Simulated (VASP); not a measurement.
Input of a VASP 6.6.1 run:

INCAR

```
PREC = Accurate ; ENCUT = 520
EDIFF = 1E-6 ; ISMEAR = -1
SIGMA = 0.05 ; LREAL = F
LASPH = T ; NELM = 60
ALGO = Normal ; ISIF = 2
LWAVE = F ; LCHARG = F
GGA = PS ; NBANDS = 15
```

File KPOINTS:

```
Automatic mesh
0
Gamma
  6 6 6
```

File POSCAR:

```
CaSe
1.0
    0.0000000000      2.9560000000      2.9560000000
    2.9560000000      0.0000000000      2.9560000000
    2.9560000000      2.9560000000      0.0000000000
Se Ca
1 1
Direct
    0.5000000000      0.5000000000      0.5000000000
    0.0000000000      0.0000000000      0.0000000000
```

Potentials or basis: VASP PAW PBE potentials, release 64 (Se, Ca_sv).

The run is started by

```console
$ cat potpaw_PBE.64/Se/POTCAR potpaw_PBE.64/Ca_sv/POTCAR > POTCAR
$ mpirun -np 1 vasp_std > vasp.out
```

(1) What does it give for the band gap on the k mesh?

(2) Estimate the pressure.

Answers

(1) 1.92 eV, indirect (least direct gap 2.87 eV).

(2) -0.9 GPa.

Caveat: the PAW data sets were made with another functional, which shifts forces and pressure a little.

**Measured values to compare with.**

A printed reference work, monograph, original work of 1988 reports, for a bulk crystal of CaSe at 2 K: band gap 3.85 eV (indirect).

A measured gap of CaSe is 3.85 eV (indirect; 2 K; a printed reference work, monograph, original work of 1988); the calculated 1.92 eV misses it by -1.93 eV. So large a miss can be the level of theory's own, or it may mean another phase, state or a wrong row. Spin-orbit coupling on Se is left out. The value is that of PBEsol on a finite k mesh, which can miss the band edges, without temperature or zero-point motion. Semilocal functionals fall short of measured gaps as a rule.
